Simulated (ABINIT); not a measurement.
Crystal: GaN.

```xyz
4
Lattice="3.1800 0.0000 0.0000 -1.5900 2.7540 0.0000 0.0000 0.0000 5.1660" Properties=species:S:1:pos:R:3 pbc="T T T"
Ga    1.5900    0.9180    2.5830
Ga    0.0000    1.8360    0.0000
N     1.5900    0.9180    4.5203
N     0.0000    1.8360    1.9373
```

Base run:

```yaml
Program: ABINIT 10.8.3 (patched build)
Functional: PBE
Potentials_or_basis: PseudoDojo NC SR PBE v0.5 standard
Cutoff: 1143 eV
k_mesh: 10 × 10 × 5
Occupations: fermi-dirac, width 0.05 eV
Spin: no spin polarisation
```

Its results: band gap on the k mesh 2.01 eV, direct; pressure 7.5 GPa; largest force 0.138 eV/Å.

**Question.** The run is repeated on the same cell with these changes: potentials or basis from PseudoDojo NC SR PBE v0.5 standard to Ansatz PAW PBE default generated set, frozen core; cutoff from 1143 eV to 435 eV. What comes out?

**Answer.** Band gap on the k mesh 1.97 eV, direct; pressure 7.0 GPa; largest force 0.137 eV/Å.

Caveats: an odd mesh through Γ misses points on the zone boundary, where band edges often lie; the atomic spheres overlap (some runs).

Not every run made on this cell is shown here.
